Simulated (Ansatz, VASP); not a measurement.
GaN in VASP and in Ansatz

```
Ga N
1.0
     0.00000    2.25349    2.25349
     2.25349    0.00000    2.25349
     2.25349    2.25349    0.00000
Ga N
1 1
Direct
  0.00000 0.00000 0.00000
  0.75000 0.75000 0.75000
```

Alike in both runs: functional PBE; k mesh 10 × 10 × 10; occupations gaussian, width 0.02 eV; no spin polarisation.

Ansatz relaxed the structure, and its values are those at the end. VASP's run is a single point on that final structure, the one shown.

|  | VASP | Ansatz |
| --- | --- | --- |
| version | VASP 6.6.1 | Ansatz 0.2.0 |
| potentials or method | VASP PAW PBE potentials, release 64 (Ga_d, N) | scalar-relativistic, plane waves, PAW |
| plane-wave cutoff (eV) | 520 | 420 |
| valence electrons in the cell | 18 | 18 |

|  | VASP | Ansatz | Ansatz less VASP |
| --- | --- | --- | --- |
| gap on the k mesh at the Fermi level (eV) | 1.72 | 1.72 | -0.008 |
| least direct gap on the mesh (eV) | 1.72 | 1.72 | -0.008 |
| pressure (GPa) | 5.1 | 5.0 | -0.04 |

As with any semilocal functional, this PBE gap is likely too small.
